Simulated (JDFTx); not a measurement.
The system is Li.

```
Li
1.0
    -1.75465    1.75465    1.75465
     1.75465   -1.75465    1.75465
     1.75465    1.75465   -1.75465
Li
1
Direct
  0.00000 0.00000 0.00000
```

```yaml
Program: JDFTx 1.7.0 (patched build)
Task: relaxation of cell and atoms
Functional: PBEsol
Potentials_or_basis: SG15-PBE-1.2 with smoothed tails
Cutoff: 1088 eV
Density_cutoff: 4354 eV
k_mesh: 7 × 7 × 7
Occupations: fermi-dirac, width 0.05 eV
Spin: no spin polarisation
```

At the start: pressure -0.7 GPa; volume 21.61 Å³/atom.

Q: How do energy, volume and symmetry change on relaxing?

A: Over 5 steps the energy falls by 3.0 meV/atom and the volume is 20.37 Å³/atom (-5.8 %); space group Im-3m (No. 229, to 0.05 Å).

The path:
```
step  energy change (eV)  largest force (eV/Å)  pressure (GPa)  volume (Å³)
   1              0.0000                0.0000           -0.74        21.61
   2             -0.0006                0.0000           -0.67        21.48
   3             -0.0030                0.0000           -0.04        20.42
   4             -0.0030                0.0000            0.00        20.36
   5             -0.0030                0.0000            0.00        20.37
```

Final structure:
```
CELL_PARAMETERS angstrom
-1.72033 1.72033 1.72033
1.72033 -1.72033 1.72033
1.72033 1.72033 -1.72033
ATOMIC_POSITIONS crystal
Li 0.00000 0.00000 0.00000
```

Caveat: the k mesh is coarse (spacing up to 0.36 Å⁻¹), so the values aren't converged; the potentials were made for another functional, which shifts forces and pressure.
